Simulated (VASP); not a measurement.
# BP: relaxed cell and band gap, by functional

BP, F-43m (no. 216), 2 atoms in the cell.

| Functional | Volume (Å³/atom) | Change from the starting volume (fraction) | Gap, path and mesh (eV) | Time (s) |
|---|---|---|---|---|
| RPBE | 11.94 | 0.022 | 1.29 | 36 |
| revPBE | 11.89 | 0.018 | 1.27 | 39 |
| AM05 | 11.54 | -0.012 | 1.12 | 42 |
| PW91 | 11.76 | 0.007 | 1.28 | 36 |
| optPBE exchange with PBE correlation | 11.71 | 0.002 | 1.15 | 31 |
| optB88 exchange with PBE correlation | 11.62 | -0.005 | 1.15 | 39 |
| optB86b exchange with PBE correlation | 11.55 | -0.012 | 1.02 | 38 |
| PW86R exchange with PBE correlation | 11.98 | 0.026 | 1.49 | 38 |
| CX exchange with PBE correlation | 11.51 | -0.015 | 0.94 | 31 |

## Input of the first row

INCAR.step1:
```
PREC = Accurate ; ENCUT = 600
EDIFF = 1E-7 ; ISMEAR = 0
SIGMA = 0.02 ; LREAL = False
LASPH = True ; GGA_COMPAT = False
ALGO = Normal ; NELM = 150
ISIF = 3 ; LWAVE = False
LCHARG = False ; GGA = RP
IBRION = 2 ; EDIFFG = -0.005
NSW = 60
```

INCAR.step2, as INCAR.step1 but for:
```
- NSW = 60
+ NSW = 40
```

INCAR.step3, as INCAR.step2 but for:
```
- ISIF = 3
- IBRION = 2
- EDIFFG = -0.005
- NSW = 40
+ ISIF = 2
+ NBANDS = 11
```

KPOINTS:
```
k-points
0
Gamma
  8 8 8
```

KPOINTS_OPT:
```
path GXWKGLUWLK,UX
8
line-mode
reciprocal
 0.0000000000  0.0000000000  0.0000000000  G
 0.5000000000  0.0000000000  0.5000000000  X

 0.5000000000  0.0000000000  0.5000000000  X
 0.5000000000  0.2500000000  0.7500000000  W

 0.5000000000  0.2500000000  0.7500000000  W
 0.3750000000  0.3750000000  0.7500000000  K

 0.3750000000  0.3750000000  0.7500000000  K
 0.0000000000  0.0000000000  0.0000000000  G

 0.0000000000  0.0000000000  0.0000000000  G
 0.5000000000  0.5000000000  0.5000000000  L

 0.5000000000  0.5000000000  0.5000000000  L
 0.6250000000  0.2500000000  0.6250000000  U

 0.6250000000  0.2500000000  0.6250000000  U
 0.5000000000  0.2500000000  0.7500000000  W

 0.5000000000  0.2500000000  0.7500000000  W
 0.5000000000  0.5000000000  0.5000000000  L

 0.5000000000  0.5000000000  0.5000000000  L
 0.3750000000  0.3750000000  0.7500000000  K

 0.6250000000  0.2500000000  0.6250000000  U
 0.5000000000  0.0000000000  0.5000000000  X
```

POSCAR.step1:
```
BP
1.0
    0.0000000000      2.2690000000      2.2690000000
    2.2690000000      0.0000000000      2.2690000000
    2.2690000000      2.2690000000      0.0000000000
P B
1 1
Direct
    0.7500000000      0.7500000000      0.7500000000
    0.0000000000      0.0000000000      0.0000000000
```

Commands (each step's output is kept before the next begins):
```
cat potpaw_PBE.64/P/POTCAR potpaw_PBE.64/B/POTCAR > POTCAR
cp INCAR.step1 INCAR
cp POSCAR.step1 POSCAR
mpirun -np 1 vasp_std > vasp.out
cp CONTCAR POSCAR
rm WAVECAR CHG
cp INCAR.step2 INCAR
mpirun -np 1 vasp_std > vasp.out
cp CONTCAR POSCAR
rm WAVECAR CHG
cp INCAR.step3 INCAR
mpirun -np 1 vasp_std > vasp.out
```

Changes of the last row against the first:
```
(all steps)
- GGA = RP
+ GGA = CX
```

VASP 6.6.1 took 36 s on 1 core (Intel Xeon Platinum 8488C (Sapphire Rapids)), a shared host.
